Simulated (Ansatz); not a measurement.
# Cs (fcc type): the cost of one run

Program: Ansatz 0.2.0. Level of theory: DFT PBE, with the methods named in each step. These are calculated values, not measurements.

## 1. The structure to begin with

The structure is cubic, space group Fm-3m (No. 225). Conventional cell: a = 7.754 Å, b = 7.754 Å, c = 7.754 Å, α = 90.00°, β = 90.00°, γ = 90.00°.

Structure file:

```cif
data_structure
_symmetry_space_group_name_H-M 'Fm-3m'
_symmetry_Int_Tables_number 225
_cell_length_a 7.7539
_cell_length_b 7.7539
_cell_length_c 7.7539
_cell_angle_alpha 90.000
_cell_angle_beta 90.000
_cell_angle_gamma 90.000
_cell_volume 466.20
loop_
_atom_site_label
_atom_site_type_symbol
_atom_site_symmetry_multiplicity
_atom_site_Wyckoff_symbol
_atom_site_fract_x
_atom_site_fract_y
_atom_site_fract_z
_atom_site_occupancy
Cs1 Cs 4 a 0.00000 0.00000 0.00000 1
```

The file gives the conventional cell by its symmetry; the runs use the cell typed in the input.

## 2. Fcc relaxed, PAW

input.yaml reads:

```yaml
crystal:
  lattice:
    - [0.0, 3.8769736737, 3.8769736737]
    - [3.8769736737, 0.0, 3.8769736737]
    - [3.8769736737, 3.8769736737, 0.0]
  atoms:
    - { symbol: Cs, position: [0.0, 0.0, 0.0] }
kpoints:
  mp_grid: { grid: [9, 9, 9] }
scf:
  occupations: { method: fermi_dirac, width: 0.05 }
hamiltonian:
  xc: pbe
  pseudopotentials: { kind: paw_fr }
output:
  forces: true
  stress: true
relax:
  f_tol: 0.005
  max_steps: 40
  cell: {}
magnetization:
  noncollinear: true
  spin_orbit: true
```

Run with:

```
$ ansatz run input.yaml --threads 2 --pin off --max-ram 5120MiB --backend cpu --events-out ev --progress --plain --runs-dir out
```

What time and memory should one allow on 2 threads of Arm Neoverse V2, shared host?

About 7.4 s, with a peak of 0.54 GiB.
